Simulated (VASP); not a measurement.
# SiC (Moissanite 3C) (F-43m) in VASP: settings compared, part 2 of 2

VASP 6.6.1. The steps go on from the part before.

## (5) Relaxation of cell and atoms, LDA

This run uses another cell than the first one, of 10.15 Å³/atom, 0.981 times its volume.

INCAR reads:

```
SYSTEM = SiC
PREC = Accurate ; ENCUT = 600
EDIFF = 1E-7 ; ISMEAR = 0
SIGMA = 0.03 ; LREAL = .FALSE.
LASPH = .TRUE. ; NELM = 80
ALGO = Normal ; ISIF = 3
LWAVE = .FALSE. ; LCHARG = .FALSE.
GGA = CA ; IBRION = 2
NSW = 90 ; EDIFFG = -0.005
```

KPOINTS reads:

```
regular mesh
0
G
  10 10 10
  0 0 0
```

POSCAR reads:

```
SiC                                     
1.0
    0.0000000000      2.1652753731      2.1652753731
    2.1652753731     -0.0000000000      2.1652753731
    2.1652753731      2.1652753731     -0.0000000000
  Si              C             
     1     1
Direct
     0.0000000000000000    0.0000000000000000    0.0000000000000000
     0.2500000000000000    0.2500000000000000    0.2500000000000000
```

Potentials or basis: VASP PAW LDA potentials, release 64 (Si, C).

Command:

```console
> cat potpaw_LDA.64/Si/POTCAR potpaw_LDA.64/C/POTCAR > POTCAR
> mpirun -np 1 vasp_std > vasp.out
```

OUTCAR:

```text
SYSTEM = SiC
   PREC = Accurate
   ENCUT = 600
   EDIFF = 1E-7
   ISMEAR = 0
   LREAL = .FALSE.
   LASPH = .TRUE.
   NELM = 80
   ISIF = 3
   GGA = CA
   IBRION = 2
   NSW = 90
   EDIFFG = -0.005

 ion  position               nearest neighbor table
   1  0.000  0.000  0.000-   2 1.88   2 1.88   2 1.88   2 1.88
   2  0.250  0.250  0.250-   1 1.88   1 1.88   1 1.88   1 1.88

  LATTYP: Found a face centered cubic cell.
[... 458 lines left out ...]

  FORCE on cell =-STRESS in cart. coord.  units (eV):
  Direction    XX          YY          ZZ          XY          YZ          ZX
  --------------------------------------------------------------------------------------
  -------------------------------------------------------------------------------------
  Total       -0.0000826     -0.0000826     -0.0000826      0.0000000     -0.0000000      0.0000000
  in kB       -0.0065185     -0.0065185     -0.0065185      0.0000000     -0.0000000      0.0000000
  external PRESSURE =      -0.0065185 kB  Pullay stress =       0.0000000 kB

 VOLUME and BASIS-vectors are now :
 -----------------------------------------------------------------------------
  energy-cutoff  :      600.00
  volume of cell :       20.30
      direct lattice vectors                 reciprocal lattice vectors
     0.000000000  2.165275373  2.165275373    -0.230917511  0.230917511  0.230917511
     2.165275373  0.000000000  2.165275373     0.230917511 -0.230917511  0.230917511
     2.165275373  2.165275373  0.000000000     0.230917511  0.230917511 -0.230917511

 POSITION                                       TOTAL-FORCE (eV/Angst)
 -----------------------------------------------------------------------------------
      0.00000      0.00000      0.00000        -0.000000     -0.000000     -0.000000
      1.08264      1.08264      1.08264         0.000000      0.000000      0.000000
 -----------------------------------------------------------------------------------
    total drift:                                0.000000      0.000000      0.000000

  FREE ENERGIE OF THE ION-ELECTRON SYSTEM (eV)
  ---------------------------------------------------
  free  energy   TOTEN  =       -16.6446709366 eV

  energy  without entropy=      -16.6446709366  energy(sigma->0) =      -16.64467094

 reached required accuracy - stopping structural energy minimisation
```

OSZICAR:

```text
N       E                     dE             d eps       ncg     rms          rms(c)
DAV:   1     0.512985066666E+01    0.51299E+01   -0.44515E+03   792   0.953E+02
DAV:   2    -0.183162312164E+02   -0.23446E+02   -0.22159E+02  1112   0.116E+02
DAV:   3    -0.187348813336E+02   -0.41865E+00   -0.41865E+00   872   0.189E+01
DAV:   4    -0.187364223205E+02   -0.15410E-02   -0.15410E-02  1208   0.127E+00
DAV:   5    -0.187364227507E+02   -0.43018E-06   -0.43018E-06   864   0.187E-02    0.926E+00
DAV:   6    -0.167449130655E+02    0.19915E+01   -0.85181E+00   824   0.165E+01    0.407E+00
DAV:   7    -0.166653035976E+02    0.79609E-01   -0.35458E-01  1112   0.430E+00    0.181E+00
DAV:   8    -0.166448688220E+02    0.20435E-01   -0.25287E-02   864   0.128E+00    0.181E-01
DAV:   9    -0.166446644201E+02    0.20440E-03   -0.94933E-04  1152   0.250E-01    0.909E-02
DAV:  10    -0.166446710771E+02   -0.66570E-05   -0.84911E-05   920   0.664E-02    0.252E-02
DAV:  11    -0.166446711053E+02   -0.28238E-07   -0.34116E-06  1032   0.131E-02    0.123E-02
DAV:  12    -0.166446709373E+02    0.16802E-06   -0.76877E-07   888   0.556E-03    0.500E-04
DAV:  13    -0.166446709366E+02    0.70509E-09   -0.90597E-09   496   0.925E-04
   1 F= -.16644671E+02 E0= -.16644671E+02  d E =-.166447E+02
```

CONTCAR:

```text
SiC
   1.00000000000000
     0.0000000000000000    2.1652753731000001    2.1652753731000001
     2.1652753731000001    0.0000000000000000    2.1652753731000001
     2.1652753731000001    2.1652753731000001    0.0000000000000000
  Si              C
     1     1
Direct
     0.0000000000000000    0.0000000000000000    0.0000000000000000
     0.2500000000000000    0.2500000000000000    0.2500000000000000

  0.00000000E+00  0.00000000E+00  0.00000000E+00
  0.00000000E+00  0.00000000E+00  0.00000000E+00
```

Wall time 4.2 s (1 thread of Intel Xeon 6975P-C (Granite Rapids), shared host); peak memory 0.12 GiB.

Results:

```
Free energy             : -16.6447 eV
Pressure after relaxing : 0.0 GPa
Band gap on the k mesh  : 1.29 eV, indirect (least direct gap 4.52 eV)
```

Final structure:
```xyz
2
Lattice="0.0000 2.1653 2.1653 2.1653 0.0000 2.1653 2.1653 2.1653 0.0000" Properties=species:S:1:pos:R:3 pbc="T T T"
Si    0.0000    0.0000    0.0000
C     1.0826    1.0826    1.0826
```

Caveat: the relaxation stopped at its first step, so nothing moved.

## (6) Relaxation of cell and atoms, PBEsol

INCAR reads:

```
PREC = Accurate ; ENCUT = 600
EDIFF = 1E-6 ; ISMEAR = 0
SIGMA = 0.03 ; LREAL = F
LASPH = T ; NELM = 80
ALGO = Normal ; ISIF = 3
LWAVE = F ; LCHARG = F
GGA = PS ; IBRION = 2
NSW = 90 ; EDIFFG = -0.01
```

KPOINTS reads:

```
Automatic mesh
0
Gamma
  10 10 10
```

POSCAR reads:

```
SiC
1.0
    0.0000000000      2.1790000000      2.1790000000
    2.1790000000      0.0000000000      2.1790000000
    2.1790000000      2.1790000000      0.0000000000
Si C
1 1
Direct
    0.0000000000      0.0000000000      0.0000000000
    0.2500000000      0.2500000000      0.2500000000
```

Potentials or basis: VASP PAW PBE potentials, release 64 (Si, C).

Command:

```console
> cat potpaw_PBE.64/Si/POTCAR potpaw_PBE.64/C/POTCAR > POTCAR
> mpirun -np 1 vasp_std > vasp.out
```

It took 6.1 s on 1 thread of Intel Xeon 6975P-C (Granite Rapids), shared host; peak memory 0.14 GiB.

The run converged. Its results:

```
Free energy             : -15.9161 eV
Pressure after relaxing : 0.0 GPa
Band gap on the k mesh  : 1.23 eV, indirect (least direct gap 4.44 eV)
```

Final structure:
```
CELL_PARAMETERS angstrom
0.00000 2.17900 2.17900
2.17900 0.00000 2.17900
2.17900 2.17900 0.00000
ATOMIC_POSITIONS crystal
Si 0.00000 0.00000 0.00000
C 0.25000 0.25000 0.25000
```

Levels at points of the mesh, in eV from the valence-band top:
```
           k point  band 2  band 3  band 4  band 5  band 6  band 7
(0.00, 0.00, 0.00)    0.00    0.00    0.00    6.19    7.24    7.24
(0.50, 0.00, 0.00)   -8.60   -1.06   -1.06    5.37    7.14    7.14
(0.50, 0.50, 0.00)   -7.83   -3.21   -3.21    1.23    4.20   13.95
```

Caveat: the relaxation stopped at its first step, so nothing moved; the PAW data sets were made with another functional, which shifts forces and pressure a little.

## (7) Overview

| task | level | potentials or basis | cell | gap on the mesh (eV) | pressure (GPa) |
| --- | --- | --- | --- | --- | --- |
| relaxation of the atoms | PBE | VASP PAW PBE potentials, release 64 (Si, C) | atoms relaxed from: a relaxed cell with its volume scaled by 1.04 | 1.40 | -7.7 |
| relaxation of the atoms | PBE | VASP PAW PBE potentials, release 64 (Si, C) | atoms relaxed from: a relaxed cell with its volume scaled by 1.06 | 1.42 | -11.0 |
| relaxation of cell and atoms | LDA | VASP PAW LDA potentials, release 64 (Si, C) | relaxed | 1.29 | 0.0 |
| relaxation of cell and atoms | PBEsol | VASP PAW PBE potentials, release 64 (Si, C) | relaxed | 1.23 | 0.0 |

Alike in all rows: no spin polarisation; k mesh 10 × 10 × 10; cutoff (eV) 600; smearing gaussian 0.03 eV.

Caveats: the relaxation stopped at its first step, so nothing moved; the PAW data sets were made with another functional, which shifts forces and pressure a little (some runs).

Total energies depend on the potentials used, so only differences within one code and one set of settings carry meaning.
